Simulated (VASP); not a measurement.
# Sn (Im-3m) in VASP: a series of runs

One crystal, Sn, is run at these levels: PBEsol; tasks: single point.

All numbers are computed with VASP 6.6.1; they aren't measurements. Logs are shortened: lines on timing, memory, paths and dates and some standing lists are left out, and cuts for length are marked.

**1. The crystal as given**

Symmetry: Im-3m, No. 229, cubic system. Conventional cell: a = 3.789 Å, b = 3.789 Å, c = 3.789 Å, α = 90.00°, β = 90.00°, γ = 90.00°. Sn (site symmetry m-3m) is surrounded by 8 Sn at 3.28 Å.

This isn't the form of Sn at room conditions, which is tetragonal (white tin).

**2. Single point, PBEsol**

File INCAR:

```
SYSTEM = Sn
PREC = Accurate
ENCUT = 600
EDIFF = 1E-6
ISMEAR = -1
SIGMA = 0.1
LREAL = .False.
LASPH = .True.
NELM = 100
ALGO = Normal
ISIF = 2
LWAVE = .False.
LCHARG = .False.
GGA = PS
NBANDS = 13
ADDGRID = .False.
```

File KPOINTS:

```
Automatic mesh
0
Gamma
  3 3 3
  0 0 0
```

File POSCAR:

```
Sn
1.0
   -1.8946518192      1.8946518192      1.8946518192
    1.8946518192     -1.8946518192      1.8946518192
    1.8946518192      1.8946518192     -1.8946518192
Sn
1
Direct
    0.0000000000      0.0000000000      0.0000000000
```

Potentials or basis: VASP PAW PBE potentials, release 64 (Sn_d).

Command:

```bash
$ cat potpaw_PBE.64/Sn_d/POTCAR > POTCAR
$ mpirun -np 1 vasp_std > vasp.out
```

OUTCAR:

```text
SYSTEM = Sn
   PREC = Accurate
   ENCUT = 600
   EDIFF = 1E-6
   ISMEAR = -1
   LREAL = .False.
   LASPH = .True.
   NELM = 100
   ISIF = 2
   GGA = PS

 Found      4 irreducible k-points:

 Following reciprocal coordinates:
            Coordinates               Weight
  0.000000  0.000000  0.000000      1.000000
  0.333333  0.000000  0.000000     12.000000
  0.333333  0.333333  0.000000      8.000000
 -0.333333  0.333333  0.333333      6.000000
   k-points           NKPTS =      4   k-points in BZ     NKDIM =      4   number of bands    NBANDS=     13
   number of dos      NEDOS =    301   number of ions     NIONS =      1
   total plane-waves  NPLWV =  21952
   dimension x,y,z NGX =    28 NGY =   28 NGZ =   28
   dimension x,y,z NGXF=    56 NGYF=   56 NGZF=   56
   ions per type =               1
   NGX,Y,Z   is equivalent  to a cutoff of  14.18, 14.18, 14.18 a.u.
   NGXF,Y,Z  is equivalent  to a cutoff of  28.37, 28.37, 28.37 a.u.
 SYSTEM =  Sn
   PREC   = accura    normal or accurate (medium, high low for compatibility)
   ISTART =      0    job   : 0-new  1-cont  2-samecut
   ICHARG =      2    charge: 1-file 2-atom 10-const
   ISPIN  =      1    spin polarized calculation?
   LNONCOLLINEAR =      F non collinear calculations
   LSORBIT =      F    spin-orbit coupling
   LASPH  =      T    aspherical Exc in radial PAW
   ENCUT  =  600.0 eV  44.10 Ry    6.64 a.u.   6.55  6.55  6.55*2*pi/ulx,y,z
   NELM   =    100;   NELMIN=  2; NELMDL= -5     # of ELM steps
   EDIFF  = 0.1E-05   stopping-criterion for ELM
   LREAL  =      F    real-space projection
   EDIFFG = 0.1E-04   stopping-criterion for IOM
   NSW    =      0    number of steps for IOM
   IBRION =     -1    ionic relax: 0-MD 1-quasi-New 2-CG
   NFREE  =      0    steps in history (QN), initial steepest desc. (CG)
   ISIF   =      2    stress and relaxation
   ISYM   =      2    0-nonsym 1-usesym 2-fastsym
   POTIM  = 0.5000    time-step for ionic-motion
   TEBEG  =    0.0;   TEEND  =   0.0 temperature during run
   PSTRESS=    0.0 pullay stress
   NELECT =      14.0000    total number of electrons
   NUPDOWN=      -1.0000    fix difference up-down
   EMIN   =  10.00;   EMAX   =-10.00  energy-range for DOS
   EFERMI =   0.00;   METHOD = LEGACY
   ISMEAR =    -1;   SIGMA  =   0.10  broadening in eV -4-tet -1-fermi 0-gaus
   EFERMI_NEDOS =   21; number of points for ismear=-14 and -15
   IALGO  =     38    algorithm
   IMIX   =      4    mixing-type and parameters
     AMIX     =   0.40;   BMIX     =  1.00
     AMIX_MAG =   1.60;   BMIX_MAG =  1.00
  volume/ion in A,a.u.               =      27.20       183.59
  Fermi-wavevector in a.u.,A,eV,Ry     =   1.311902  2.479136 23.416813  1.721087
  Thomas-Fermi vector in A             =   2.442332
   LORBIT       =      0    0 simple, 1 ext, 2 COOP (PROOUT), +10 PAW based schemes
   GGA     = PS    functional components
   LHFCALC =     F    Hartree Fock is set to
   AEXX    =    0.0000 exact exchange contribution
   IVDW    =     0    specifies the selected vdW correction
   LEPSILON=     F    determine dielectric tensor
   LRPA    =     F    only Hartree local field effects (RPA)
 non-spin polarized calculation
  energy-cutoff  :      600.00
  volume of cell :       27.20
 maximum number of plane-waves:       935
 NGX is ok and might be reduce to    28
   NGX = 13   NGY = 13   NGZ = 13

 number of electron      13.9999996 magnetization

 Free energy of the ion-electron system (eV)
  ---------------------------------------------------
  ext. energy  EPLUGINS =         0.00000000
  ---------------------------------------------------
  free energy    TOTEN  =        -4.27306251 eV

  energy without entropy =       -4.24756540  energy(sigma->0) =       -4.26031396

 E-fermi :   7.1446     XC(G=0): -10.5156

 val. band max:        6.9047731629   @ k =   0.3333   0.0000   0.0000
 cond. band min:       8.6148254277   @ k =  -0.3333   0.3333   0.3333
 fundamental gap:      1.7100522648
 Fermi energy:         7.1445623638

 k-point     1 :       0.0000    0.0000    0.0000
  band No.  band energies     occupation
      1     -13.6045      2.00000
      2     -13.6045      2.00000
      3     -13.6045      2.00000
      4     -13.4630      2.00000
      5     -13.4630      2.00000
      6      -3.1949      2.00000
      7      15.8299      0.00000
      8      15.8299      0.00000
      9      15.8299      0.00000
     10      20.0301      0.00000
     11      20.0301      0.00000
     12      20.0301      0.00000
     13      20.6495      0.00000

 k-point     2 :       0.3333    0.0000    0.0000
  band No.  band energies     occupation
      1     -13.6387      2.00000
      2     -13.5788      2.00000
      3     -13.4806      2.00000
      4     -13.4675      2.00000
      5     -13.4383      2.00000
      6      -0.7827      2.00000
      7       6.9048      1.83333
      8      12.2072      0.00000
      9      13.8379      0.00000
     10      16.2699      0.00000
     11      16.6174      0.00000
     12      21.1362      0.00000
     13      22.7995      0.00000

 k-point     3 :       0.3333    0.3333    0.0000
  band No.  band energies     occupation
      1     -13.6162      2.00000
      2     -13.5117      2.00000
      3     -13.5117      2.00000
      4     -13.4502      2.00000
      5     -13.4502      2.00000
      6       2.4790      2.00000
      7       5.4404      2.00000
      8       5.4404      2.00000
      9      11.9383      0.00000
     10      19.0431      0.00000
     11      20.1490      0.00000
     12      20.1490      0.00000
     13      26.4126      0.00000

 k-point     4 :      -0.3333    0.3333    0.3333
  band No.  band energies     occupation
      1     -13.5810      2.00000
      2     -13.5479      2.00000
      3     -13.4653      2.00000
      4     -13.4653      2.00000
      5     -13.4524      2.00000
      6       1.5532      2.00000
      7       8.6148      0.00000
      8       8.7601      0.00000
      9       8.7601      0.00000
     10      12.7212      0.00000
     11      17.5487      0.00000
     12      23.6135      0.00000
     13      23.9256      0.00000

------------------------ aborting loop because EDIFF is reached ----------------------------------------

  FORCE on cell =-STRESS in cart. coord.  units (eV):
  Direction    XX          YY          ZZ          XY          YZ          ZX
  --------------------------------------------------------------------------------------
  -------------------------------------------------------------------------------------
  Total       -0.6843063     -0.6843063     -0.6843063      0.0000000      0.0000000     -0.0000000
  in kB      -40.3007309    -40.3007309    -40.3007309      0.0000000      0.0000000     -0.0000000
  external PRESSURE =     -40.3007309 kB  Pullay stress =       0.0000000 kB

 VOLUME and BASIS-vectors are now :
 -----------------------------------------------------------------------------
  energy-cutoff  :      600.00
  volume of cell :       27.20
      direct lattice vectors                 reciprocal lattice vectors
    -1.894651819  1.894651819  1.894651819     0.000000000  0.263900731  0.263900731
     1.894651819 -1.894651819  1.894651819     0.263900731  0.000000000  0.263900731
     1.894651819  1.894651819 -1.894651819     0.263900731  0.263900731  0.000000000

 POSITION                                       TOTAL-FORCE (eV/Angst)
 -----------------------------------------------------------------------------------
      0.00000      0.00000      0.00000         0.000000      0.000000      0.000000
 -----------------------------------------------------------------------------------
    total drift:                               -0.000000     -0.000000     -0.000000

  FREE ENERGIE OF THE ION-ELECTRON SYSTEM (eV)
  ---------------------------------------------------
  free  energy   TOTEN  =        -4.2730625091 eV

  energy  without entropy=       -4.2475654049  energy(sigma->0) =       -4.26031396
```

OSZICAR:

```text
N       E                     dE             d eps       ncg     rms          rms(c)
DAV:   1     0.761417016788E+02    0.76142E+02   -0.77120E+03   109   0.180E+03
DAV:   2     0.159660181126E+01   -0.74545E+02   -0.72507E+02   109   0.334E+02
DAV:   3    -0.417876536763E+01   -0.57754E+01   -0.57626E+01   140   0.762E+01
DAV:   4    -0.429582686531E+01   -0.11706E+00   -0.11704E+00   124   0.112E+01
DAV:   5    -0.430026736952E+01   -0.44405E-02   -0.44405E-02   145   0.204E+00    0.135E+00
DAV:   6    -0.427968368281E+01    0.20584E-01   -0.21247E-02   134   0.261E+00    0.727E-01
DAV:   7    -0.427342130057E+01    0.62624E-02   -0.11856E-02   134   0.179E+00    0.120E-01
DAV:   8    -0.427305963889E+01    0.36166E-03   -0.88969E-04   129   0.511E-01    0.213E-02
DAV:   9    -0.427306174892E+01   -0.21100E-05   -0.12537E-05   124   0.369E-02    0.128E-02
DAV:  10    -0.427306250910E+01   -0.76018E-06   -0.11136E-06    92   0.121E-02
   1 F= -.42730625E+01 E0= -.42603140E+01  d E =-.254971E-01
```

stdout:

```text
POSCAR found type information on POSCAR Sn
 POSCAR found :  1 types and       1 ions
 scaLAPACK will be used
 -----------------------------------------------------------------------------
|                                                                             |
|                                                                             |
|     You enforced a specific xc type in the INCAR file but a different       |
|     I HOPE YOU KNOW WHAT YOU ARE DOING!                                     |
|                                                                             |
 -----------------------------------------------------------------------------

 LDA part: xc-table for (Slater+PW92), standard interpolation
 POSCAR, INCAR and KPOINTS ok, starting setup
 FFT: planning ... GRIDC
 FFT: planning ... GRID_SOFT
 FFT: planning ... GRID
 WAVECAR not read
 entering main loop
```

Run time: 3.9 s. Hardware: 1 thread of Intel Xeon Platinum 8375C at 2.90GHz (Ice Lake), shared host; peak memory 0.14 GiB.

The run converged, but some of its settings lie outside the range that counts as converged, so its numbers aren't taken as properties of the crystal.

Results:

```yaml
Free_energy: -4.2731 eV
Pressure: -4.0 GPa
Band_gap_on_the_k_mesh: none (metal or under the smearing width)
```

Caveat: the k mesh is coarse (spacing up to 0.78 Å⁻¹), so the values aren't converged; the PAW data sets were made with another functional, which shifts forces and pressure a little.

**3. Single point, PBEsol**

INCAR: that of step 2 with these lines changed.

```diff
@@ -2,3 +2,3 @@
 PREC = Accurate
-ENCUT = 600
+ENCUT = 250
 EDIFF = 1E-6
```

File KPOINTS:

```
Automatic mesh
0
Gamma
  5 5 5
  0 0 0
```

POSCAR is that of step 2.

Potentials or basis: VASP PAW PBE potentials, release 64 (Sn_d).

Command:

```bash
$ cat potpaw_PBE.64/Sn_d/POTCAR > POTCAR
$ mpirun -np 1 vasp_std > vasp.out
```

It took 2.3 s on 1 thread of Intel Xeon Platinum 8375C at 2.90GHz (Ice Lake), shared host; peak memory 0.11 GiB.

The run converged, but some of its settings lie outside the range that counts as converged, so its numbers aren't taken as properties of the crystal.

Results:

```yaml
Free_energy: -4.0378 eV
Band_gap_on_the_k_mesh: none (metal or under the smearing width)
```

Caveat: the k mesh is coarse (spacing up to 0.47 Å⁻¹), so the values aren't converged; the cutoff is under 1.25 times the usual one of these potentials, so pressure, stress and relaxed cells hold a basis-set (Pulay) error; the PAW data sets were made with another functional, which shifts forces and pressure a little.

**4. Single point, PBEsol**

INCAR: that of step 3 with these lines changed.

```diff
@@ -2,3 +2,3 @@
 PREC = Accurate
-ENCUT = 250
+ENCUT = 300
 EDIFF = 1E-6
```

KPOINTS is that of step 3.

POSCAR is that of step 3.

Command:

```bash
$ cat potpaw_PBE.64/Sn_d/POTCAR > POTCAR
$ mpirun -np 1 vasp_std > vasp.out
```

Wall time 2.7 s (1 thread of Intel Xeon Platinum 8375C at 2.90GHz (Ice Lake), shared host); peak memory 0.11 GiB.

The run converged, but some of its settings lie outside the range that counts as converged, so its numbers aren't taken as properties of the crystal.

Results:

* Free energy: -4.0376 eV
* Pressure: 0.3 GPa
* Band gap on the k mesh: none (metal or under the smearing width)

Caveat: the k mesh is coarse (spacing up to 0.47 Å⁻¹), so the values aren't converged; the PAW data sets were made with another functional, which shifts forces and pressure a little.

**5. Single point, PBEsol**

INCAR: that of step 4 with these lines changed.

```diff
@@ -2,3 +2,3 @@
 PREC = Accurate
-ENCUT = 300
+ENCUT = 200
 EDIFF = 1E-6
```

File KPOINTS:

```
Automatic mesh
0
Gamma
  7 7 7
  0 0 0
```

POSCAR is that of step 4.

Potentials or basis: VASP PAW PBE potentials, release 64 (Sn_d).

Command:

```bash
$ cat potpaw_PBE.64/Sn_d/POTCAR > POTCAR
$ mpirun -np 1 vasp_std > vasp.out
```

OUTCAR:

```text
SYSTEM = Sn
   PREC = Accurate
   ENCUT = 200
   EDIFF = 1E-6
   ISMEAR = -1
   LREAL = .False.
   LASPH = .True.
   NELM = 100
   ISIF = 2
   GGA = PS

 Found     20 irreducible k-points:

 Following reciprocal coordinates:
            Coordinates               Weight
  0.000000  0.000000  0.000000      1.000000
  0.142857  0.000000  0.000000     12.000000
  0.285714  0.000000  0.000000     12.000000
  0.428571  0.000000  0.000000     12.000000
  0.142857  0.142857  0.000000     24.000000
  0.285714  0.142857  0.000000     48.000000
   k-points           NKPTS =     20   k-points in BZ     NKDIM =     20   number of bands    NBANDS=     13
   number of dos      NEDOS =    301   number of ions     NIONS =      1
   total plane-waves  NPLWV =   4096
   dimension x,y,z NGX =    16 NGY =   16 NGZ =   16
   dimension x,y,z NGXF=    32 NGYF=   32 NGZF=   32
   ions per type =               1
   NGX,Y,Z   is equivalent  to a cutoff of   8.11,  8.11,  8.11 a.u.
   NGXF,Y,Z  is equivalent  to a cutoff of  16.21, 16.21, 16.21 a.u.
 SYSTEM =  Sn
   PREC   = accura    normal or accurate (medium, high low for compatibility)
   ISTART =      0    job   : 0-new  1-cont  2-samecut
   ICHARG =      2    charge: 1-file 2-atom 10-const
   ISPIN  =      1    spin polarized calculation?
   LNONCOLLINEAR =      F non collinear calculations
   LSORBIT =      F    spin-orbit coupling
   LASPH  =      T    aspherical Exc in radial PAW
   ENCUT  =  200.0 eV  14.70 Ry    3.83 a.u.   3.78  3.78  3.78*2*pi/ulx,y,z
[... 61 lines left out ...]
      4     -13.4747      2.00000
      5     -13.4747      2.00000
      6      -3.1768      2.00000
      7      15.8483      0.00000
      8      15.8483      0.00000
      9      15.8483      0.00000
     10      20.1111      0.00000
     11      20.1111      0.00000
     12      20.1111      0.00000
     13      20.6727      0.00000
[... 66 lines left out ...]
  band No.  band energies     occupation
      1     -13.6363      2.00000
      2     -13.5790      2.00000
      3     -13.4843      2.00000
      4     -13.4773      2.00000
      5     -13.4310      2.00000
      6      -0.0950      2.00000
      7       6.4988      2.00000
      8       9.8965      0.00000
      9      12.7886      0.00000
     10      17.1555      0.00000
     11      19.2081      0.00000
     12      20.4301      0.00000
     13      24.3923      0.00000

 [... further k-points ...]
[... 5 lines left out ...]
  --------------------------------------------------------------------------------------
  -------------------------------------------------------------------------------------
  Total       -3.3684487     -3.3684487     -3.3684487     -0.0000000      0.0000000     -0.0000000
  in kB     -198.3774437   -198.3774437   -198.3774437     -0.0000000      0.0000000     -0.0000000
  external PRESSURE =    -198.3774437 kB  Pullay stress =       0.0000000 kB

 VOLUME and BASIS-vectors are now :
 -----------------------------------------------------------------------------
  energy-cutoff  :      200.00
  volume of cell :       27.20
      direct lattice vectors                 reciprocal lattice vectors
    -1.894651819  1.894651819  1.894651819     0.000000000  0.263900731  0.263900731
     1.894651819 -1.894651819  1.894651819     0.263900731  0.000000000  0.263900731
     1.894651819  1.894651819 -1.894651819     0.263900731  0.263900731  0.000000000

 POSITION                                       TOTAL-FORCE (eV/Angst)
 -----------------------------------------------------------------------------------
      0.00000      0.00000      0.00000         0.000000     -0.000000      0.000000
 -----------------------------------------------------------------------------------
    total drift:                                0.000000      0.000000     -0.000000

  FREE ENERGIE OF THE ION-ELECTRON SYSTEM (eV)
  ---------------------------------------------------
  free  energy   TOTEN  =        -4.1721651466 eV

  energy  without entropy=       -4.1533591796  energy(sigma->0) =       -4.16276216
```

stdout:

```text
POSCAR found type information on POSCAR Sn
 POSCAR found :  1 types and       1 ions
 scaLAPACK will be used
 -----------------------------------------------------------------------------
|                                                                             |
|                                                                             |
|     You enforced a specific xc type in the INCAR file but a different       |
|     I HOPE YOU KNOW WHAT YOU ARE DOING!                                     |
|                                                                             |
 -----------------------------------------------------------------------------

 LDA part: xc-table for (Slater+PW92), standard interpolation
 POSCAR, INCAR and KPOINTS ok, starting setup
 FFT: planning ... GRIDC
 FFT: planning ... GRID_SOFT
 FFT: planning ... GRID
 WAVECAR not read
 entering main loop
```

Run time: 2 s. Hardware: 1 thread of Intel Xeon Platinum 8375C at 2.90GHz (Ice Lake), shared host; peak memory 0.1 GiB.

The run converged, but a check on its numbers failed (symmetry, net force, bounds or a known fault of this set-up), so they aren't taken as properties of the crystal.

Caveat: the cutoff lies under the usual one of these potentials, so the numbers hold a large basis-set error; the PAW data sets were made with another functional, which shifts forces and pressure a little.
